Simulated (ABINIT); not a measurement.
# Pb (P-1) in ABINIT: single point with LDA-PZ

Aim: the single point of Pb with LDA-PZ.

Everything below comes from runs of ABINIT 10.8.3 (patched build). Logs are shortened: lines on timing, memory, paths and dates and some standing lists are left out, and cuts for length are marked. The log counts tension as positive stress, the text compression.

**1. The cell of the first run**

The typed cell holds 2 atoms: a = 4.863 Å, b = 4.863 Å, c = 4.863 Å, α = 60.00°, β = 60.00°, γ = 60.00°.

This isn't the form of Pb at room conditions, which is fcc.

**2. Single point, LDA-PZ (atoms moved at random)**

Input file run.abi:

```
# Pseudopotentials
pp_dirpath "./"
pseudos "Pb.LDA_PW-JTH_sp.xml"

# Structure
acell 9.1906461943 9.1906461943 9.1906461943
rprim
     0.0000000000     0.7071067812     0.7071067812
     0.7071067812     0.0000000000     0.7071067812
     0.7071067812     0.7071067812     0.0000000000
ntypat 1
znucl 82
natom 2
typat 1 1
xred
     0.2425040000     0.2532610000     0.2382260000
    -0.0123500000     0.0157270000    -0.0112210000
chkprim 0
chksymtnons 0
tolsym 1.0e-6

# Plane-wave basis
ecut 15.0
pawecutdg 30.0

# k points
kptopt 1
ngkpt 5 5 5
nshiftk 1
shiftk 0.0 0.0 0.0

# Exchange and correlation
ixc 2

# Bands and occupations
nband 8
occopt 3
tsmear 0.00183747

# SCF cycle
nstep 100
tolvrs 1.0e-9

# Output
iomode 3
prtwf 0
prtden 0
prteig 0
prtebands 0
```

Potentials or basis: JTH PAW LDA v2.0 sp.

Command:

```console
abinit run.abi > log 2>&1
```

run.abo:

```text
.Version 10.8.3 of ABINIT
 Symmetries : space group P-1 (#  2); Bravais aP (primitive triclinic)
================================================================================
 Values of the parameters that define the memory need of the present run
     intxc =       0    ionmov =       0      iscf =      17    lmnmax =      13
     lnmax =       5     mgfft =      36  mpssoang =       3    mqgrid =    3001
     natom =       2  nloc_mem =       2    nspden =       1   nspinor =       1
    nsppol =       1      nsym =       2    n1xccc =       1    ntypat =       1
    occopt =       3   xclevel =       1
       mpw =        1538          nfft =       46656          nkpt =          63
 PAW method is used; the additional fine FFT grid is defined by:
   mgfftf=        48    nfftf =    110592
================================================================================
================================================================================

--------------------------------------------------------------------------------
------------- Echo of variables that govern the present computation ------------
--------------------------------------------------------------------------------
 -outvars: echo values of preprocessed input variables --------
            acell      9.1906461943E+00  9.1906461943E+00  9.1906461943E+00 Bohr
              amu      2.07200000E+02
          chkprim           0
      chksymtnons           0
             ecut      1.50000000E+01 Hartree
                       outvar_i_n : Printing only first  50 k-points.
              ixc           2
                       outvar_i_n : Printing only first  50 k-points.
         kptrlatt        5    0    0      0    5    0      0    0    5
          kptrlen      4.59532310E+01
            natom           2
            nband           8
            ngfft          36      36      36
          ngfftdg          48      48      48
             nkpt          63
            nstep         100
             nsym           2
           ntypat           1
                       prtocc : prtvol=0, do not print more k-points.
           occopt           3
        pawecutdg      3.00000000E+01 Hartree
           prtden           0
        prtebands           0
           prteig           0
            prtwf           0
            rprim      0.0000000000E+00  7.0710678120E-01  7.0710678120E-01
                       7.0710678120E-01  0.0000000000E+00  7.0710678120E-01
                       7.0710678120E-01  7.0710678120E-01  0.0000000000E+00
          spgroup           2
           tolsym      1.00000000E-06
           tolvrs      1.00000000E-09
           tsmear      1.83747000E-03 Hartree
            typat      1  1
           useylm           1
                       outvars : Printing only first  50 k-points.
           xangst      1.6902238192E+00  1.6532304956E+00  1.7049358614E+00
                       1.5496134240E-02 -8.1060670255E-02  1.1613503180E-02
            xcart      3.1940601097E+00  3.1241528597E+00  3.2218618403E+00
                       2.9283449724E-02 -1.5318246636E-01  2.1946340372E-02
             xred      2.4250400000E-01  2.5326100000E-01  2.3822600000E-01
                      -1.2350000000E-02  1.5727000000E-02 -1.1221000000E-02
            znucl       82.00000

================================================================================

 chkinp: Checking input parameters for consistency.

================================================================================
== DATASET  1 ==================================================================

--- !DatasetInfo
iteration_state: {dtset: 1, }
dimensions: {natom: 2, nkpt: 63, mband: 8, nsppol: 1, nspinor: 1, nspden: 1, mpw: 1538, }
cutoff_energies: {ecut:  15.0, pawecutdg:  30.0, }
electrons: {nelect:   8.00000000E+00, charge:   0.00000000E+00, occopt:   3.00000000E+00, tsmear:   1.83747000E-03, }
meta: {optdriver: 0, ionmov: 0, optcell: 0, iscf: 17, paral_kgb: 0, }
...

 Exchange-correlation functional for the present dataset will be:
  LDA: Perdew-Zunger-Ceperley-Alder - ixc=2
  J.P.Perdew and A.Zunger, PRB 23, 5048 (1981)

 Real(R)+Recip(G) space primitive vectors, cartesian coordinates (Bohr,Bohr^-1):
 R(1)=  0.0000000  6.4987682  6.4987682  G(1)= -0.0769377  0.0769377  0.0769377
 R(2)=  6.4987682  0.0000000  6.4987682  G(2)=  0.0769377 -0.0769377  0.0769377
 R(3)=  6.4987682  6.4987682  0.0000000  G(3)=  0.0769377  0.0769377 -0.0769377
 Unit cell volume ucvol=  5.4893781E+02 bohr^3
 Angles (23,13,12)=  6.00000000E+01  6.00000000E+01  6.00000000E+01 degrees

 Coarse grid specifications (used for wave-functions):

 getcut: wavevector=  0.0000  0.0000  0.0000  ngfft=  36  36  36
         ecut(hartree)=     15.000   => boxcut(ratio)=   2.24670

 getcut : COMMENT -
  Note that boxcut > 2.2 ; recall that boxcut=Gcut(box)/Gcut(sphere) = 2
  is sufficient for exact treatment of convolution.
  Such a large boxcut is a waste : you could raise ecut
  e.g. ecut=   18.928782 Hartrees makes boxcut=2

 Fine grid specifications (used for densities):

 getcut: wavevector=  0.0000  0.0000  0.0000  ngfft=  48  48  48
         ecut(hartree)=     30.000   => boxcut(ratio)=   2.11821

--- Pseudopotential description ------------------------------------------------
- pspini: atom type   1  psp file is ./Pb.LDA_PW-JTH_sp.xml
 Pseudopotential format is: paw10
 basis_size (lnmax)=  5 (lmn_size= 13), orbitals=   0   0   1   1   2
 Spheres core radius: rc_sph= 2.91365156
 Shapefunction is SIN type: shapef(r)=[sin(pi*r/rshp)/(pi*r/rshp)]**2
 Radius for shape functions =  2.21205640
 Compensation charge density is not taken into account in XC energy/potential

   6.37072951E+02                                ecore*ucvol(ha*bohr**3)
--------------------------------------------------------------------------------

================================================================================

--- !BeginCycle
iteration_state: {dtset: 1, }
solver: {iscf: 17, nstep: 100, nline: 4, wfoptalg: 10, }
tolerances: {tolvrs: 1.00E-09, }
...

     iter   Etot(hartree)      deltaE(h)  residm     nres2
 ETOT  1  -7.4559027092782    -7.456E+00 9.490E-02 4.280E-01
 ETOT  2  -7.5334945059897    -7.759E-02 3.717E-03 6.315E-02
 ETOT  3  -7.5328545656064     6.399E-04 1.974E-04 1.222E-02
 ETOT  4  -7.5327582389965     9.633E-05 1.186E-04 9.195E-04
 ETOT  5  -7.5327543635666     3.875E-06 5.155E-05 1.072E-04
 ETOT  6  -7.5327550011240    -6.376E-07 5.036E-05 8.538E-07
 ETOT  7  -7.5327547703765     2.307E-07 2.538E-05 1.913E-07
 ETOT  8  -7.5327547651066     5.270E-09 1.737E-05 2.626E-08
 ETOT  9  -7.5327547647720     3.346E-10 1.173E-05 3.809E-10

 At SCF step    9       nres2   =  3.81E-10 < tolvrs=  1.00E-09 =>converged.

 Cartesian components of stress tensor (hartree/bohr^3)
  sigma(1 1)=  1.46721433E-05  sigma(3 2)= -1.71834786E-05
  sigma(2 2)=  1.22007462E-05  sigma(3 1)=  4.68823321E-06
  sigma(3 3)=  1.28954473E-05  sigma(2 1)= -9.89186288E-06

--- !ResultsGS
iteration_state: {dtset: 1, }
comment   : Summary of ground state results
lattice_vectors:
- [  0.0000000,   6.4987682,   6.4987682, ]
- [  6.4987682,   0.0000000,   6.4987682, ]
- [  6.4987682,   6.4987682,   0.0000000, ]
lattice_lengths: [   9.19065,    9.19065,    9.19065, ]
lattice_angles: [ 60.000,  60.000,  60.000, ] # degrees, (23, 13, 12)
lattice_volume:   5.4893781E+02
convergence: {deltae:  3.346E-10, res2:  3.809E-10, residm:  1.173E-05, diffor: null, }
etotal    :  -7.53275476E+00
entropy   :   0.00000000E+00
fermie    :  -4.79390215E-02
cartesian_stress_tensor: # hartree/bohr^3
- [  1.46721433E-05,  -9.89186288E-06,   4.68823321E-06, ]
- [ -9.89186288E-06,   1.22007462E-05,  -1.71834786E-05, ]
- [  4.68823321E-06,  -1.71834786E-05,   1.28954473E-05, ]
pressure_GPa:  -3.9001E-01
xred      :
- [  2.4250E-01,   2.5326E-01,   2.3823E-01, Pb]
- [ -1.2350E-02,   1.5727E-02,  -1.1221E-02, Pb]
cartesian_forces: # hartree/bohr
- [  2.98984936E-03,  -1.10821730E-03,   1.88289280E-03, ]
- [ -2.98984936E-03,   1.10821730E-03,  -1.88289280E-03, ]
force_length_stats: {min:   3.70305685E-03, max:   3.70305685E-03, mean:   3.70305685E-03, }
...

 Integrated electronic density in atomic spheres:
 ------------------------------------------------
 Atom  Sphere_radius  Integrated_density
    1        2.91365          2.84151383
    2        2.91365          2.84219401

================================================================================

 ----iterations are completed or convergence reached----

 Mean square residual over all n,k,spin=   39.230E-09; max=  11.733E-06
 reduced coordinates (array xred) for    2 atoms
       0.242504000000      0.253261000000      0.238226000000
      -0.012350000000      0.015727000000     -0.011221000000
 rms dE/dt=  1.9813E-02; max dE/dt=  3.1667E-02; dE/dt below (all hartree)
    1      -0.005034436521     -0.031666822005     -0.012228290653
    2       0.005034436521      0.031666822005      0.012228290653

 cartesian coordinates (angstrom) at end:
    1      1.69022381916511     1.65323049559244     1.70493586139286
    2      0.01549613423988    -0.08106067025484     0.01161350317978

 cartesian forces (hartree/bohr) at end:
    1      0.00298984935734    -0.00110821730235     0.00188289279917
    2     -0.00298984935734     0.00110821730235    -0.00188289279917
 frms,max,avg= 2.1379609E-03 2.9898494E-03   0.000E+00  0.000E+00  0.000E+00 h/b

 cartesian forces (eV/Angstrom) at end:
    1      0.15374423550128    -0.05698682493837     0.09682224063539
    2     -0.15374423550128     0.05698682493837    -0.09682224063539
 frms,max,avg= 1.0993837E-01 1.5374424E-01   0.000E+00  0.000E+00  0.000E+00 e/A
 length scales=  9.190646194300  9.190646194300  9.190646194300 bohr
              =  4.863480516197  4.863480516197  4.863480516197 angstroms
 Fermi (or HOMO) energy (hartree) =  -0.04794   Average Vxc (hartree)=  -0.30920
 Eigenvalues (hartree) for nkpt=  63  k points:
 kpt#   1, nband=  8, wtk=  0.00800, kpt=  0.0000  0.0000  0.0000 (reduced coord)
  -0.45107   -0.18647   -0.03007   -0.02670   -0.01947    0.04308    0.05018    0.05375
      occupation numbers for kpt#   1
   2.00000    2.00000    0.00012    0.00002    0.00000    0.00000    0.00000    0.00000
 prteigrs : prtvol=0 or 1, do not print more k-points.

--- !EnergyTerms
iteration_state     : {dtset: 1, }
comment             : Components of total free energy in Hartree
kinetic             :  2.44906134813264E+00
hartree             :  5.70553796515931E-01
xc                  : -8.12430630063143E+00
Ewald energy        : -6.63054789775656E+00
psp_core            :  1.16055578584343E+00
local_psp           : -1.71959797199516E+00
PAW spherical_terms :  4.76190597761969E+00
internal            : -7.53237526227146E+00
'-kT*entropy'       : -3.74496604134853E-04
total_energy        : -7.53274975887559E+00
total_energy_eV     : -2.04976563183084E+02
...

--- !EnergyTermsDC
iteration_state     : {dtset: 1, }
comment             : '"Double-counting" decomposition of free energy'
band_energy         : -1.79811649450256E+00
Ewald energy        : -6.63054789775656E+00
psp_core            :  1.16055578584343E+00
xc_dc               : -4.50141287833843E+00
PAW spherical_terms :  4.23714121658628E+00
internal            : -7.53238026816784E+00
'-kT*entropy'       : -3.74496604134853E-04
total_energy_dc     : -7.53275476477198E+00
total_energy_dc_eV  : -2.04976699400464E+02
...

--- !EnergyTermsWithPAWCore
iteration_state     : {dtset: 1, }
comment             : 'Components of total free energy, including PAW core contributions'
Total energy        : -4.17416935898172E+04
Total energy DC     : -4.17416935948231E+04
Total energy (eV)   : -1.13584934683390E+06
Total energy DC (eV): -1.13584934697012E+06
...

 Cartesian components of stress tensor (hartree/bohr^3)
  sigma(1 1)=  1.46721433E-05  sigma(3 2)= -1.71834786E-05
  sigma(2 2)=  1.22007462E-05  sigma(3 1)=  4.68823321E-06
  sigma(3 3)=  1.28954473E-05  sigma(2 1)= -9.89186288E-06

-Cartesian components of stress tensor (GPa)         [Pressure= -3.9001E-01 GPa]
- sigma(1 1)=  4.31669359E-01  sigma(3 2)= -5.05555395E-01
- sigma(2 2)=  3.58958346E-01  sigma(3 1)=  1.37932583E-01
- sigma(3 3)=  3.79397159E-01  sigma(2 1)= -2.91028654E-01

== END DATASET(S) ==============================================================
================================================================================

 -outvars: echo values of variables after computation  --------
            acell      9.1906461943E+00  9.1906461943E+00  9.1906461943E+00 Bohr
           etotal     -7.5327547648E+00
            fcart      2.9898493573E-03 -1.1082173023E-03  1.8828927992E-03
                      -2.9898493573E-03  1.1082173023E-03 -1.8828927992E-03
            rprim      0.0000000000E+00  7.0710678120E-01  7.0710678120E-01
                       7.0710678120E-01  0.0000000000E+00  7.0710678120E-01
                       7.0710678120E-01  7.0710678120E-01  0.0000000000E+00
           strten      1.4672143306E-05  1.2200746199E-05  1.2895447321E-05
                      -1.7183478603E-05  4.6882332106E-06 -9.8918628808E-06
           xangst      1.6902238192E+00  1.6532304956E+00  1.7049358614E+00
                       1.5496134240E-02 -8.1060670255E-02  1.1613503180E-02
             xred      2.4250400000E-01  2.5326100000E-01  2.3822600000E-01
                      -1.2350000000E-02  1.5727000000E-02 -1.1221000000E-02
 Calculation completed.
```

Wall time 24 s (1 thread of Arm Neoverse V1, shared host); peak memory 0.13 GiB.

What came out:

```
Free energy            : -204.9767 eV
Pressure               : -0.4 GPa
Largest force          : 0.190 eV/Å
Band gap on the k mesh : none (metal or under the smearing width)
```

Forces in eV/Å, atoms in the order of the input:
```
Pb   0.154 -0.057  0.097
Pb  -0.154  0.057 -0.097
```

Stress tensor (GPa, compression positive):
```
-0.43  0.29 -0.14
 0.29 -0.36  0.51
-0.14  0.51 -0.38
```

Caveat: this set keeps more shells in the core, which shifts pressures and gaps; the atomic spheres overlap.
